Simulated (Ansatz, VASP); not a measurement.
# C: VASP beside Ansatz

```
C
1.0
     1.22370    0.70651    3.43564
    -1.22370    0.70651    3.43564
     0.00000   -1.41301    3.43564
C
2
Cartesian
  0.0000 0.0000 1.6287
  0.0000 0.0000 8.6782
```

Alike in both runs: task single point; functional PBEsol; k mesh 15 × 15 × 15; occupations gaussian, width 0.02 eV; no spin polarisation.

```csv
,VASP,Ansatz
version,VASP 6.6.1,Ansatz 0.2.0
potentials or method,"VASP PAW PBE potentials, release 64 (C)","scalar-relativistic, plane waves, PAW"
plane-wave cutoff (eV),520,420
valence electrons in the cell,8,8
```

VASP gave:

| Quantity | Value |
| --- | --- |
| gap on the k mesh at the Fermi level (eV) | 0.87 |
| least direct gap on the mesh (eV) | 0.87 |
| pressure (GPa) | 2.6 |
| largest component of the traceless stress (GPa) | 7.42 |
| rms of the force components (eV/Å) | 1.696 |

Q: Estimate Ansatz's values.

A: gap on the k mesh at the Fermi level (eV): 0.87; least direct gap on the mesh (eV): 0.87; pressure (GPa): 2.0; largest component of the traceless stress (GPa): 6.66; rms of the force components (eV/Å): 1.705.

Atom by atom the forces differ by 0.008 eV/Å (rms over components).

Caveats: the PAW data sets were made with another functional, which shifts forces and pressure a little (VASP); an odd mesh through Γ misses points on the zone boundary, where band edges often lie.
